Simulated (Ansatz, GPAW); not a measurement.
# MnS: programs and potentials compared

```
CELL_PARAMETERS angstrom
0.00000 2.60450 2.60450
2.60450 0.00000 2.60450
2.60450 2.60450 0.00000
ATOMIC_POSITIONS crystal
Mn 0.00000 0.00000 0.00000
S 0.50000 0.50000 0.50000
```

Alike in all runs: task single point; functional PBE; k mesh 9 × 9 × 9; occupations gaussian, width 0.023 eV; collinear spin, ferromagnetic start; no spin-orbit coupling. The measured crystal is an antiferromagnetic insulator; the state found here is the runs' own. Pressure is positive in compression and, in plane waves, holds the error of the finite cutoff, which Ansatz's Pulay term estimates and takes out.

```json
{"program and potentials": "Ansatz, Ansatz PAW", "plane-wave cutoff (eV)": "420", "notes": "Pulay term of +0.04 GPa included", "pressure (GPa)": "-2.84", "net moment per atom (μB)": "2.36"}
{"program and potentials": "Ansatz, all-electron LAPW, scalar-relativistic", "plane-wave cutoff (eV)": "-", "notes": "-", "pressure (GPa)": "-2.82", "net moment per atom (μB)": "2.36"}
{"program and potentials": "GPAW, GPAW PAW data sets (gpaw-data 1.2.1)", "plane-wave cutoff (eV)": "600", "notes": "-", "pressure (GPa)": "-2.87", "net moment per atom (μB)": "2.35"}
```

The pressure spans -2.87 (GPAW, GPAW PAW data sets (gpaw-data 1.2.1)) to -2.82 GPa (Ansatz, all-electron LAPW, scalar-relativistic), with all-electron results at -2.82. The net moment per atom spans 2.35 (GPAW, GPAW PAW data sets (gpaw-data 1.2.1)) to 2.36 μB (Ansatz, all-electron LAPW, scalar-relativistic), with all-electron results at 2.36. The state is the one that the start led to, which needn't be the lowest.

The functional is the same throughout but for its coding, so the spread measures potentials, basis and numerics; runs on potential files found faulty are left out.
